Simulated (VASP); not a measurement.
**VASP 6.6.1 run: MgO**

INCAR

```
SIGMA = 0.02
PREC = Accurate
NELM = 120
ENCUT = 520
NELECT = 7
LREAL = .FALSE.
LASPH = .TRUE.
LWAVE = .FALSE.
ISMEAR = -1
IBRION = -1
LCHARG = .FALSE.
NBANDS = 5
NSW = 0
ISIF = 2
EDIFF = 1E-7
GGA = PE
```

KPOINTS

```
KPOINTS created by Atomic Simulation Environment
0
Gamma
10 10 10
0 0 0
```

POSCAR

```
Mg O
 1.0000000000000000
     0.0000000000000000    2.1021674168000000    2.1021674168000000
     2.1959240836000000    0.0000000000000000    2.1021674168000000
     2.1959240836000000    2.1021674168000000    0.0000000000000000
 Mg  O
   1   1
Cartesian
  0.0000000000000000  0.0000000000000000  0.0000000000000000
  2.1959240835999996  2.1021674168000000  2.1021674168000000
```

The recommended PBE PAW datasets give the neutral cell 8 valence electrons.

Command

```
mpirun -np 1 vasp_std
```

OSZICAR

```
N       E                     dE             d eps       ncg     rms          rms(c)
DAV:   1     0.183381088560E+02    0.18338E+02   -0.37364E+03  1200   0.112E+03
DAV:   2    -0.121722689507E+02   -0.30510E+02   -0.30152E+02  1305   0.204E+02
DAV:   3    -0.130752520444E+02   -0.90298E+00   -0.86577E+00  1255   0.406E+01
DAV:   4    -0.130788258732E+02   -0.35738E-02   -0.35725E-02  1490   0.254E+00
DAV:   5    -0.130788294234E+02   -0.35501E-05   -0.35501E-05  1315   0.586E-02    0.279E+00
DAV:   6    -0.136313508110E+02   -0.55252E+00   -0.78878E-02  1175   0.385E+00    0.113E+00
DAV:   7    -0.137264020673E+02   -0.95051E-01   -0.15288E+00  1090   0.131E+01    0.212E+00
DAV:   8    -0.136517167617E+02    0.74685E-01   -0.12951E-01  1070   0.409E+00    0.129E+00
DAV:   9    -0.136165749517E+02    0.35142E-01   -0.29298E-01  1040   0.593E+00    0.214E-01
DAV:  10    -0.136161326624E+02    0.44229E-03   -0.22177E-03  1140   0.694E-01    0.889E-02
DAV:  11    -0.136160809910E+02    0.51671E-04   -0.11642E-03  1150   0.391E-01    0.199E-02
DAV:  12    -0.136160738117E+02    0.71793E-05   -0.20128E-05  1195   0.574E-02    0.105E-02
DAV:  13    -0.136160719554E+02    0.18562E-05   -0.26072E-05  1115   0.553E-02    0.293E-03
DAV:  14    -0.136160717316E+02    0.22382E-06   -0.92811E-07  1115   0.115E-02    0.636E-04
DAV:  15    -0.136160716785E+02    0.53160E-07   -0.38409E-08   690   0.234E-03
   1 F= -.13616072E+02 E0= -.13613635E+02  d E =-.487253E-02
```

Standard output (part)

```
POSCAR found type information on POSCAR MgO
 POSCAR found :  2 types and       2 ions
 LDA part: xc-table for (Slater+PW92), standard interpolation
 POSCAR, INCAR and KPOINTS ok, starting setup
 WAVECAR not read
 entering main loop
 the old and the new charge density differ
    0.279E+00
```

From OUTCAR

```
k-points           NKPTS =    102   k-points in BZ     NKDIM =    102   number of bands    NBANDS=      5

   NELECT =       7.0000    total number of electrons

   dimension x,y,z NGX =    24 NGY =   24 NGZ =   24
   dimension x,y,z NGXF=    48 NGYF=   48 NGZF=   48

  energy-cutoff  :      520.00
  volume of cell :       19.41
      direct lattice vectors                 reciprocal lattice vectors
     0.000000000  2.102167417  2.102167417    -0.227694575  0.237849753  0.237849753
     2.195924084  0.000000000  2.102167417     0.227694575 -0.237849753  0.237849753
     2.195924084  2.102167417  0.000000000     0.227694575  0.237849753 -0.237849753

 k-points in reciprocal lattice and weights: KPOINTS created by Atomic Simulation Env
   0.00000000  0.00000000  0.00000000       0.001
   0.10000000 -0.00000000 -0.00000000       0.008
   0.20000000 -0.00000000 -0.00000000       0.008
   0.30000000 -0.00000000 -0.00000000       0.008
   0.40000000  0.00000000  0.00000000       0.008
   0.50000000  0.00000000  0.00000000       0.004
   0.10000000  0.10000000  0.00000000       0.004
   0.20000000  0.10000000 -0.00000000       0.016
   ...

 E-fermi :   0.7391

 k-point     1 :       0.0000    0.0000    0.0000
  band No.  band energies     occupation
      1     -15.4788      2.00000
      2       1.2344      0.00000
      3       1.2344      0.00000
      4       1.3075      0.00000
      5       7.6619      0.00000

 k-point     2 :       0.1000   -0.0000   -0.0000
  band No.  band energies     occupation
      1     -15.3992      2.00000
      2       0.8287      0.02240
      3       1.1922      0.00000
      4       1.2334      0.00000
      5       8.1356      0.00000

 k-point     3 :       0.2000   -0.0000   -0.0000
  band No.  band energies     occupation
      1     -15.1829      2.00000
      2      -0.1219      2.00000
      3       1.0840      0.00000
      4       1.0933      0.00000
      5       9.2107      0.00000

 k-point     4 :       0.3000   -0.0000   -0.0000
  band No.  band energies     occupation
      1     -14.8981      2.00000
      2      -1.1247      2.00000
      3       0.9285      0.00015
      4       0.9542      0.00004
      5      10.3381      0.00000

 k-point     5 :       0.4000    0.0000    0.0000
  band No.  band energies     occupation
      1     -14.6509      2.00000
      2      -1.8622      2.00000
      3       0.8000      0.09105
      4       0.8522      0.00698
      5      11.1037      0.00000

 k-point     6 :       0.5000    0.0000    0.0000
  band No.  band energies     occupation
      1     -14.5521      2.00000
      2      -2.1333      2.00000
      3       0.7520      0.68987
      4       0.8139      0.04648
      5      11.3477      0.00000

 k-point     7 :       0.1000    0.1000    0.0000
  band No.  band energies     occupation
      1     -15.3692      2.00000
      2       0.7611      0.50083
      3       1.1118      0.00000
      4       1.2053      0.00000
      5       8.2937      0.00000

 k-point     8 :       0.2000    0.1000   -0.0000
  band No.  band energies     occupation
      1     -15.1973      2.00000
      2       0.0609      2.00000
      3       0.9941      0.00001
      4       1.0752      0.00000
      5       9.1649      0.00000

 ...

  Total       -7.1964463     -6.1165895     -6.1165895      0.0000000      0.0000000     -0.0000000
  in kB     -594.0824945   -504.9379324   -504.9379324      0.0000000      0.0000000     -0.0000000
  external PRESSURE =    -534.6527865 kB  Pullay stress =       0.0000000 kB

 POSITION                                       TOTAL-FORCE (eV/Angst)
 -----------------------------------------------------------------------------------
      0.00000      0.00000      0.00000        -0.000000      0.000000      0.000000
      2.19592      2.10217      2.10217         0.000000     -0.000000     -0.000000
 -----------------------------------------------------------------------------------
    total drift:                               -0.000000     -0.000000      0.000000

  FREE ENERGIE OF THE ION-ELECTRON SYSTEM (eV)
  ---------------------------------------------------
  free  energy   TOTEN  =       -13.6160716785 eV

  energy  without entropy=      -13.6111991510  energy(sigma->0) =      -13.61363541
```

It converged. Results: pressure -53.5 GPa.

The cell is charged and sits in a uniform background.

For comparison, a separate PBE run of the intended cell, on usual settings and not on those above, gives a gap of 4.30 eV on its mesh and a pressure of -1.4 GPa.

The run above took about 7.7 s on one core of a shared host (Intel Xeon Platinum 8488C) and held 0.15 GiB at most.
